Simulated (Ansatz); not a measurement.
# CaF3 (I4/mmm) in Ansatz: equation of state

How stiff is CaF3 in PBEsol, and what volume does it want? The cell is scaled to several volumes.

Everything below comes from runs of Ansatz 0.2.0. Logs are shortened: lines on timing, memory, paths and dates and some standing lists are left out, and cuts for length are marked.

**1. Starting point**

Symmetry: I4/mmm, No. 139, tetragonal system. Conventional cell: a = 3.799 Å, b = 3.799 Å, c = 6.445 Å, α = 90.00°, β = 90.00°, γ = 90.00°. Ca (site symmetry 4/mmm) is surrounded by 12 F at 2.49 to 2.69 Å. Around F (site symmetry 4/mmm) lie 8 F at 2.49 Å and 4 Ca at 2.69 Å. Around F (site symmetry -4m2) lie 4 Ca at 2.49 Å and 8 F at 2.49 to 2.69 Å.

The cell comes from a database or a generator and needn't be the stable form of this composition.

**2. Single point, PBEsol, 10.93 Å³/atom (volume scaled by 0.94)**

input.yaml

```yaml
crystal:
  lattice:
    - [-1.860632712, 1.860632712, 3.1568954996]
    - [1.860632712, -1.860632712, 3.1568954996]
    - [1.860632712, 1.860632712, -3.1568954996]
  atoms:
    - { symbol: Ca, position: [0.0, 0.0, 0.0] }
    - { symbol: F, position: [0.5, 0.5, 0.0] }
    - { symbol: F, position: [0.25, 0.75, 0.5] }
    - { symbol: F, position: [0.75, 0.25, 0.5] }
hamiltonian:
  xc: pbesol
  pseudopotentials: { kind: paw }
kpoints:
  mp_grid: { grid: [10, 10, 10] }
scf:
  occupations: { method: fermi_dirac, width: 0.05 }
output:
  forces: true
  stress: true
  eigenvalues: true
```

Potentials or basis: Ansatz PAW.

The run is started by

```
$ ansatz run input.yaml --threads 2 --pin off --max-ram 5632MiB --backend cpu --events-out ev --progress --plain --runs-dir out
```

Log:

```text
Warning: RAYON_NUM_THREADS=2 ignored (pool sized by the plan → 2); use --threads N
Engine: ansatz 0.2.0, aarch64-unknown-linux-gnu
Pseudopotentials: kind: paw
Pseudopotential: Ca, paw, valence charge 10, recommended cutoff 420 eV (normal), Ca.paw.azcp
Pseudopotential: F, paw, valence charge 7, recommended cutoff 420 eV (normal), F.paw.azcp
Functional definition: PBEsol
  exchange = pbesol_x
  correlation = pbesol_c
Crystal: 4 atoms, lattice volume = 43.716 Å³
Basis set: ecut = 420 eV, 855 PW (Γ), exchange–correlation on 60×60×60 points (8 copies of the dense FFT grid, shifted against one another)
Bands: 20, of which v1, the nominal top of the filled ones, is band 16 counted from 1 (15 counted from 0)
Symmetry: 16 space group operations
Space group: I4/mmm (ITA 139), of the structure as read, at distance tolerance 3.5e-5 Å
k-points: 102 of 1000
Non-local potential: Ca, projectors of the file, l = 0: 3, l = 1: 2, l = 2: 2
Non-local potential: F, projectors of the file, l = 0: 2, l = 1: 2, l = 2: 1
PAW form: soft (Blöchl's): semilocal exchange-correlation on the pseudo side does not see the compensation charge
PAW frozen core: Ca, regenerated for the run's functional, and the local potential with it (the file was generated under x = pbe(κ = 0.804, μ = 0.2195149727645171), c = pbe(β = 0.06672455060314922))
PAW frozen core: F, regenerated for the run's functional, and the local potential with it (the file was generated under x = pbe(κ = 0.804, μ = 0.2195149727645171), c = pbe(β = 0.06672455060314922))
PAW one-centre angular grid: Ca, 110 points (default); XC on 64 Gauss nodes
PAW one-centre angular grid: F, 110 points (default); XC on 64 Gauss nodes
Initial density: superposition of atomic densities (neutral atoms: chi_scale 0, normalization atom), corrected by the library's trained network
Initial wavefunctions: pseudopotential atomic-orbital guess
Functional: x = pbesol(κ = 0.804, μ = 0.12345679012345678), c = pbesol(β = 0.046)
SCF iter   1: F=—  HF=-4197.392036 eV  |F-HF|=—  |Δ(HF+E_count)|=         —  Δρ=2.19e-2  dr2=1.41e-1  ethr=1.77e-3  ⟨swp⟩=7.3  Hψ=11534  notcnv=0
preconditioner: auto → Kerker (q_TF=auto, 2.576 Å⁻¹)  [metal: Δε(μ)=0.002 eV  Ē_g=17.158 eV  σ=0.050 eV  W_gap=0.01  n_scr=14 (ndim 8)  ℏωp=30.2 eV  f_vac=0.000  D(μ)=10.40/eV (n_scr^D=202)]
SCF iter   2: F=—  HF=-4197.367960 eV  |F-HF|=—  |Δ(HF+E_count)|=   2.41e-2  Δρ=8.09e-3  dr2=2.76e-2  ethr=4.54e-4  ⟨swp⟩=1.9  Hψ=3144  notcnv=0
SCF iter   3: F=—  HF=-4197.364159 eV  |F-HF|=—  |Δ(HF+E_count)|=   3.80e-3  Δρ=1.95e-3  dr2=1.09e-3  ethr=8.92e-5  ⟨swp⟩=2.1  Hψ=3168  notcnv=0
SCF iter   4: F=—  HF=-4197.364021 eV  |F-HF|=—  |Δ(HF+E_count)|=   1.38e-4  Δρ=6.34e-4  dr2=2.28e-4  ethr=3.52e-6  ⟨swp⟩=1.0  Hψ=2055  notcnv=0
SCF iter   5: F=—  HF=-4197.363997 eV  |F-HF|=—  |Δ(HF+E_count)|=   2.34e-5  Δρ=1.32e-4  dr2=8.22e-6  ethr=7.35e-7  ⟨swp⟩=1.0  Hψ=2040  notcnv=0
SCF iter   6: F=—  HF=-4197.364000 eV  |F-HF|=—  |Δ(HF+E_count)|=   2.89e-6  Δρ=4.91e-5  dr2=6.53e-7  ethr=2.65e-8  ⟨swp⟩=2.9  Hψ=3916  notcnv=0
SCF iter   7: F=-4197.364000 eV  HF=-4197.364000 eV  |F-HF|=3.45e-8  |Δ(HF+E_count)|=   8.90e-8  Δρ=2.49e-5  dr2=8.58e-8  ethr=3.23e-10  ⟨swp⟩=5.0  Hψ=9218  notcnv=0
SCF 1 converged in 7 iterations: F = -4197.364000 eV  dr2 = 8.58e-8
SCF converged after 7 iterations
Free energy (F): -4197.364000 eV
Harris-Foulkes:  -4197.364000 eV  (|F-HF|=3.45e-8)
Internal energy: -4197.281813 eV  (E = F + TS)
E sigma→0 (E₀):  -4197.322907 eV
Entropy (-TS):   -0.082188 eV (-20.547 meV/atom)
Fermi energy:    4.319490 eV
--- Per-component energies (eV) ---
  E_band       = -187.281584
  E_kinetic    = 892.477935
  E_local      = -1980.210877  (includes V_loc(G=0)·N_el)
  E_nonlocal   = 286.415626
  E_hartree    = 673.904822
  E_xc         = -370.961722
  E_vxc        = -473.591159  (∫ρ·V_xc dr)
  E_paw        = -1416.111082  (= ΣΔE_a)
  E_vpaw       = -260.193585  (= ΣTr[D̂ρ^β])
  E_aug_tail   = 0.005968  (compensation charges beyond the density's cutoff)
  E_ewald      = -2283.048605
  E_core_change = 0.246122  (= ΣΔE_core)
  E_smearing   = -0.082188  (= −TS)
  E_closure    = -0.000000  (closes the sum)
  Σ components = -4197.364000   (vs F -4197.364000, Δ=0.00e0)
--- Forces (eV/Å), atoms counted from 1 ---
  atom   1  Ca    -0.00000000     0.00000000    -0.00000000
  atom   2  F     -0.00000000     0.00000000    -0.00000000
  atom   3  F      0.00000000    -0.00000000     0.00000000
  atom   4  F     -0.00000000    -0.00000000     0.00000000
  max |Σ_I F_I| component: 3.47e-18 eV/Å
--- Stress (GPa, compression-positive) ---
        1.598459       0.000000       0.000000
        0.000000       1.598459      -0.000000
        0.000000      -0.000000       0.772618
  P = ⅓ Tr σ = 1.3232 GPa (13.232 kbar)
--- Band table (eV; the first three rows and the last of 102) ---
  k-point 0: bands = ["-31.9190", "-16.5762", "-15.1371", "-14.8362", "-12.9517", "-12.9399", "-12.9399", "1.8028", "1.8354", "1.8354", "2.2121", "2.5682", "2.5682", "4.2822", "4.3406", "4.3406", "12.4935", "13.3710", "13.5790", "14.0799"]
  k-point 1: bands = ["-31.9150", "-16.5636", "-15.1753", "-14.8649", "-12.9555", "-12.9549", "-12.8912", "1.4099", "1.9075", "2.0285", "2.2749", "2.4690", "2.9443", "4.0702", "4.2554", "4.3361", "12.6867", "13.5290", "13.9519", "14.1317"]
  k-point 2: bands = ["-31.9048", "-16.5070", "-15.2733", "-14.9584", "-12.9939", "-12.9657", "-12.7785", "1.1243", "1.5934", "2.2721", "2.5535", "2.6593", "3.4360", "3.4540", "4.2005", "4.3267", "13.0664", "13.8414", "14.2757", "14.5006"]
  k-point 101: bands = ["-31.8957", "-16.3341", "-15.6075", "-15.2368", "-12.9910", "-12.9910", "-12.3695", "1.4010", "1.4010", "1.9467", "3.0472", "3.3656", "3.7989", "3.7989", "4.0097", "4.0097", "12.3746", "12.9280", "13.7981", "14.2338"]
```

It took 2.7 s on 2 threads of Arm Neoverse V1, shared host; peak memory 0.34 GiB.

What came out:

```
Free energy            : -4197.3640 eV
Pressure               : 1.3 GPa
Band gap on the k mesh : none (metal or under the smearing width)
```

Caveat: the pressure holds a Pulay correction of +0.9 GPa for the finite cutoff; an odd number of electrons without spin polarisation forces a metal; a magnetic or distorted state may lie lower; the PAW data sets come from PBE, with cores solved anew for the run's functional, which leaves a small shift of forces and pressure.

**3. Single point, PBEsol, 11.16 Å³/atom (volume scaled by 0.96)**

Edit input.yaml of step 2 so:

```diff
@@ -2,5 +2,5 @@
   lattice:
-    - [-1.860632712, 1.860632712, 3.1568954996]
-    - [1.860632712, -1.860632712, 3.1568954996]
-    - [1.860632712, 1.860632712, -3.1568954996]
+    - [-1.873736191, 1.873736191, 3.1791278905]
+    - [1.873736191, -1.873736191, 3.1791278905]
+    - [1.873736191, 1.873736191, -3.1791278905]
   atoms:
```

Potentials or basis: Ansatz PAW.

The run is started by

```
$ ansatz run input.yaml --threads 2 --pin off --max-ram 5632MiB --backend cpu --events-out ev --progress --plain --runs-dir out
```

Run time: 2.8 s. Hardware: 2 threads of Arm Neoverse V1, shared host; peak memory 0.35 GiB.

It converged, with:

| Quantity | Value |
| --- | --- |
| Free energy | -4197.3663 eV |
| Pressure | -0.5 GPa |
| Band gap on the k mesh | none (metal or under the smearing width) |

Caveat: the pressure holds a Pulay correction of +0.9 GPa for the finite cutoff; an odd number of electrons without spin polarisation forces a metal; a magnetic or distorted state may lie lower; the PAW data sets come from PBE, with cores solved anew for the run's functional, which leaves a small shift of forces and pressure.

**4. Single point, PBEsol, 11.39 Å³/atom (volume scaled by 0.98)**

Edit input.yaml of step 3 so:

```diff
@@ -2,5 +2,5 @@
   lattice:
-    - [-1.873736191, 1.873736191, 3.1791278905]
-    - [1.873736191, -1.873736191, 3.1791278905]
-    - [1.873736191, 1.873736191, -3.1791278905]
+    - [-1.8866589179, 1.8866589179, 3.2010536033]
+    - [1.8866589179, -1.8866589179, 3.2010536033]
+    - [1.8866589179, 1.8866589179, -3.2010536033]
   atoms:
```

The run is started by

```
$ ansatz run input.yaml --threads 2 --pin off --max-ram 5632MiB --backend cpu --events-out ev --progress --plain --runs-dir out
```

Run time: 2.8 s. Hardware: 2 threads of Arm Neoverse V1, shared host; peak memory 0.35 GiB.

The run converged. Its results:

| Item | Value |
| --- | --- |
| Free energy | -4197.3585 eV |
| Pressure | -2.1 GPa |
| Band gap on the k mesh | none (metal or under the smearing width) |

Caveat: the pressure holds a Pulay correction of +0.9 GPa for the finite cutoff; an odd number of electrons without spin polarisation forces a metal; a magnetic or distorted state may lie lower; the PAW data sets come from PBE, with cores solved anew for the run's functional, which leaves a small shift of forces and pressure.

**5. Single point, PBEsol, 11.63 Å³/atom**

Edit input.yaml of step 4 so:

```diff
@@ -2,5 +2,5 @@
   lattice:
-    - [-1.8866589179, 1.8866589179, 3.2010536033]
-    - [1.8866589179, -1.8866589179, 3.2010536033]
-    - [1.8866589179, 1.8866589179, -3.2010536033]
+    - [-1.899407, 1.899407, 3.222683]
+    - [1.899407, -1.899407, 3.222683]
+    - [1.899407, 1.899407, -3.222683]
   atoms:
```

The run is started by

```
$ ansatz run input.yaml --threads 2 --pin off --max-ram 5632MiB --backend cpu --events-out ev --progress --plain --runs-dir out
```

Wall time 2.8 s (2 threads of Arm Neoverse V1, shared host); peak memory 0.35 GiB.

The run converged. Its results:

```
Free energy            : -4197.3420 eV
Pressure               : -3.6 GPa
Band gap on the k mesh : none (metal or under the smearing width)
```

Caveat: the pressure holds a Pulay correction of +0.9 GPa for the finite cutoff; an odd number of electrons without spin polarisation forces a metal; a magnetic or distorted state may lie lower; the PAW data sets come from PBE, with cores solved anew for the run's functional, which leaves a small shift of forces and pressure.

**6. Single point, PBEsol, 11.86 Å³/atom (volume scaled by 1.02)**

Edit input.yaml of step 5 so:

```diff
@@ -2,5 +2,5 @@
   lattice:
-    - [-1.899407, 1.899407, 3.222683]
-    - [1.899407, -1.899407, 3.222683]
-    - [1.899407, 1.899407, -3.222683]
+    - [-1.9119862209, 1.9119862209, 3.2440258935]
+    - [1.9119862209, -1.9119862209, 3.2440258935]
+    - [1.9119862209, 1.9119862209, -3.2440258935]
   atoms:
```

Potentials or basis: Ansatz PAW.

The run is started by

```
$ ansatz run input.yaml --threads 2 --pin off --max-ram 5632MiB --backend cpu --events-out ev --progress --plain --runs-dir out
```

Run time: 2.9 s. Hardware: 2 threads of Arm Neoverse V1, shared host; peak memory 0.35 GiB.

It converged, with:

* Free energy: -4197.3176 eV
* Pressure: -4.8 GPa
* Band gap on the k mesh: none (metal or under the smearing width)

Caveat: the pressure holds a Pulay correction of +0.9 GPa for the finite cutoff; an odd number of electrons without spin polarisation forces a metal; a magnetic or distorted state may lie lower; the PAW data sets come from PBE, with cores solved anew for the run's functional, which leaves a small shift of forces and pressure.

**7. Single point, PBEsol, 12.09 Å³/atom (volume scaled by 1.04)**

Edit input.yaml of step 6 so:

```diff
@@ -2,5 +2,5 @@
   lattice:
-    - [-1.9119862209, 1.9119862209, 3.2440258935]
-    - [1.9119862209, -1.9119862209, 3.2440258935]
-    - [1.9119862209, 1.9119862209, -3.2440258935]
+    - [-1.9244020637, 1.9244020637, 3.265091587]
+    - [1.9244020637, -1.9244020637, 3.265091587]
+    - [1.9244020637, 1.9244020637, -3.265091587]
   atoms:
@@ -21 +21,5 @@
   eigenvalues: true
+  write_density: true
+  write_potential: true
+  elf: true
+  volumetric_format: npy
```

The run is started by

```
$ ansatz run input.yaml --threads 2 --pin off --max-ram 5632MiB --backend cpu --events-out ev --progress --plain --runs-dir out
```

Run time: 4 s. Hardware: 2 threads of Arm Neoverse V1, shared host; peak memory 0.36 GiB.

The run converged. Its results:

```
Free energy            : -4197.2861 eV
Pressure               : -6.0 GPa
Band gap on the k mesh : none (metal or under the smearing width)
```

Caveat: the pressure holds a Pulay correction of +0.9 GPa for the finite cutoff; an odd number of electrons without spin polarisation forces a metal; a magnetic or distorted state may lie lower; the PAW data sets come from PBE, with cores solved anew for the run's functional, which leaves a small shift of forces and pressure.

**8. Single point, PBEsol, 12.32 Å³/atom (volume scaled by 1.06)**

Edit input.yaml of step 7 so:

```diff
@@ -2,5 +2,5 @@
   lattice:
-    - [-1.9244020637, 1.9244020637, 3.265091587]
-    - [1.9244020637, -1.9244020637, 3.265091587]
-    - [1.9244020637, 1.9244020637, -3.265091587]
+    - [-1.9366597322, 1.9366597322, 3.2858889094]
+    - [1.9366597322, -1.9366597322, 3.2858889094]
+    - [1.9366597322, 1.9366597322, -3.2858889094]
   atoms:
@@ -21,5 +21 @@
   eigenvalues: true
-  write_density: true
-  write_potential: true
-  elf: true
-  volumetric_format: npy
```

The run is started by

```
$ ansatz run input.yaml --threads 2 --pin off --max-ram 5632MiB --backend cpu --events-out ev --progress --plain --runs-dir out
```

Wall time 3 s (2 threads of Arm Neoverse V1, shared host); peak memory 0.35 GiB.

Results (log left out):

```
Free energy            : -4197.2486 eV
Pressure               : -7.0 GPa
Band gap on the k mesh : none (metal or under the smearing width)
```

Caveat: the pressure holds a Pulay correction of +0.8 GPa for the finite cutoff; an odd number of electrons without spin polarisation forces a metal; a magnetic or distorted state may lie lower; the PAW data sets come from PBE, with cores solved anew for the run's functional, which leaves a small shift of forces and pressure.

**9. Equation of state, PBEsol**

Potentials or basis: Ansatz PAW.

No new run: the results of the series are fitted here.

What came out:

```
Equilibrium volume                        : 11.09 Å³/atom
Bulk modulus at fixed shape and positions : 85 GPa
Pressure derivative of the bulk modulus   : 4.7
```

Energy against volume, from the lowest point:
| volume (Å³/atom) | energy (meV/atom) |
| --- | --- |
| 10.929 | 0.57 |
| 11.162 | 0.00 |
| 11.394 | 1.95 |
| 11.627 | 6.08 |
| 11.859 | 12.18 |
| 12.092 | 20.04 |
| 12.324 | 29.42 |

Caveat: the cell was scaled at fixed shape and fractional positions, which overstates the stiffness of a crystal with free parameters, most of all of layers and chains.
